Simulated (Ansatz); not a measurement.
## CuO: elastic constants with PBEsol

CuO:

```xyz
2
Lattice="0.0000 2.1166 2.1166 2.1166 0.0000 2.1166 2.1166 2.1166 0.0000" Properties=species:S:1:pos:R:3 pbc="T T T"
Cu    1.9814    1.9843    0.1219
O     2.2518    2.2488    1.9946
```

The cell comes from a database or a generator and needn't be the stable form of this composition.

| Item | Value |
| --- | --- |
| Program | Ansatz 0.2.0 |
| Task | elastic constants |
| Functional | PBEsol |
| Potentials or basis | Ansatz PAW |
| Cutoff | 420 eV (not typed: the program's choice for these potentials) |
| k mesh | 9 × 9 × 9 |
| Occupations | fermi-dirac, width 0.05 eV |
| Spin | no spin polarisation |
| Atoms under strain | relaxed |

| Item | Value |
| --- | --- |
| Pressure | -7.8 GPa |
| Band gap on the k mesh | none (metal or under the smearing width) |
| Elastic constants C11, C12, C44 | 195, 154, 53 GPa |
| Voigt bulk modulus | 168 GPa |

Levels at points of the mesh, in eV from the Fermi level:
```tsv
k point	band 11	band 12	band 13	band 14	band 15	band 16
(0.00, 0.00, 0.00)	-2.45	-2.26	-2.26	1.25	17.85	18.45
```

Elastic tensor in Voigt notation (GPa, in the Cartesian axes of the cell as first typed):
```
195 154 154   0   0   0
154 195 154   0   0   0
154 154 195   0   0   0
  0   0   0  53   0   0
  0   0   0   0  53   0
  0   0   0   0   0  53
```

It took 3.6 min on 2 threads of Arm Neoverse V1, on a shared host, peak memory 0.48 GiB.

Caveat: the cell is more than 3 GPa from zero pressure, which shifts response properties; elastic constants of metals need much finer meshes, so these are rough; the pressure holds a Pulay correction of +0.9 GPa for the finite cutoff; an odd number of electrons without spin polarisation forces a metal; a magnetic or distorted state may lie lower; the run has no spin polarisation, though such a crystal can be magnetic; semilocal functionals often make such compounds metallic where correlation or magnetic order opens a gap, which also shifts bond lengths; the PAW data sets come from PBE, with cores solved anew for the run's functional, which leaves a small shift of forces and pressure. With open d or f shells a metallic result of PBEsol can be an artefact of self-interaction; +U or a hybrid may open a gap.
